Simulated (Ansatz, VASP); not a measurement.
Cu: VASP beside Ansatz

```
Cu
1.0
     2.52051    0.00000    0.00000
    -1.26026    2.18283    0.00000
     0.00000    0.00000    4.11667
Cu
2
Direct
  0.00000 0.00000 0.00000
  0.33333 0.66667 0.50000
```

Alike in both runs: functional PBEsol; k mesh 18 × 18 × 10; occupations gaussian, width 0.1 eV; no spin polarisation.

Ansatz relaxed the structure, and its values are those at the end. VASP's run is a single point on that final structure, the one shown.

|  | VASP | Ansatz |
| --- | --- | --- |
| version | VASP 6.6.1 | Ansatz 0.2.0 |
| potentials or method | VASP PAW PBE potentials, release 64 (Cu) | scalar-relativistic, plane waves, PAW |
| plane-wave cutoff (eV) | 520 | 420 |
| valence electrons in the cell | 22 | 38 |

Ansatz gave:

- gap on the k mesh at the Fermi level (eV): none
- pressure (GPa): 0.0

Q: Estimate VASP's values.

A: gap on the k mesh at the Fermi level (eV): none; pressure (GPa): 0.8.

A gap of «none» marks a metal or a gap that the smearing closes. The functional is the same, so the differences come from potentials, cutoffs and numerics. The two sets of potentials don't hold the same shells in valence.

Caveats: the PAW data sets were made with another functional, which shifts forces and pressure a little (VASP).
